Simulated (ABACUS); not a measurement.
Nb:

```
Nb
1.0
    -1.66395    1.66395    1.66395
     1.66395   -1.66395    1.66395
     1.66395    1.66395   -1.66395
Nb
1
Direct
  0.00000 0.00000 0.00000
```

Base run:

* Program: ABACUS 3.10.1
* Functional: BLYP
* Potentials or basis: SG15 ONCV 1.2 PBE
* Cutoff: 1116 eV
* Density cutoff: 4463 eV
* Basis: plane waves
* k mesh: 9 × 9 × 9
* Occupations: fermi-dirac, width 0.05 eV
* Spin: no spin polarisation

Its results: band gap on the k mesh none (metal or under the smearing width); pressure 2.7 GPa.

**Question.** The run is repeated on the same cell with these changes: functional from BLYP to BP86. What comes out?

**Answer.** Band gap on the k mesh none (metal or under the smearing width); pressure -3.0 GPa.

Caveats: the potentials were made for another functional, which shifts forces and pressure.

Not every run made on this cell is shown here.
